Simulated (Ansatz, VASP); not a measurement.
# Re in VASP and in Ansatz

The input INCAR:

```
PREC = Accurate ; ENCUT = 520
EDIFF = 1E-6 ; ISMEAR = -1
SIGMA = 0.1 ; LREAL = False
LASPH = True ; NELM = 100
ALGO = Normal ; ISIF = 2
LWAVE = False ; LCHARG = True
GGA = PE ; LELF = True
LVHAR = True ; NBANDS = 10
```

File KPOINTS:

```
regular mesh
0
Gamma
  10 10 10
```

File POSCAR:

```
Re
1.0
    0.0000000000      2.0073828047      2.0073828047
    2.0073828047      0.0000000000      2.0073828047
    2.0073828047      2.0073828047      0.0000000000
Re
1
Direct
    0.0000000000      0.0000000000      0.0000000000
```

Input for Ansatz:

```yaml
crystal:
  lattice:
    - [0.0, 2.007382804709336, 2.007382804709336]
    - [2.007382804709336, 0.0, 2.007382804709336]
    - [2.007382804709336, 2.007382804709336, 0.0]
  atoms:
    - { symbol: Re, position: [0.0, 0.0, 0.0] }
basis:
  ecutwfc: 500.0
kpoints:
  mp_grid:
    grid: [10, 10, 10]
hamiltonian:
  xc: pbe
scf:
  occupations:
    method: fermi_dirac
output:
  stress: true
```

This isn't the form of Re at room conditions, which is hcp.

Alike in both runs: task single point; functional PBE; k mesh 10 × 10 × 10; no spin polarisation.

```csv
,VASP,Ansatz
version,VASP 6.6.1,Ansatz 0.2.0
potentials or method,"VASP PAW PBE potentials, release 64 (Re)","plane waves, PAW"
plane-wave cutoff (eV),520,500
occupations,"fermi-dirac, width 0.1 eV",fermi-dirac
valence electrons in the cell,7,15
```

```tsv
	VASP	Ansatz	Ansatz less VASP
pressure (GPa)	-24.0	-23.2	+0.78
```

The two sets of potentials don't hold the same shells in valence.

Caveats: so large a pressure means that the cell lies far from this level's equilibrium, or that cutoff or potentials fall short (VASP). The runs have no spin-orbit coupling, so splittings on Re are missing.
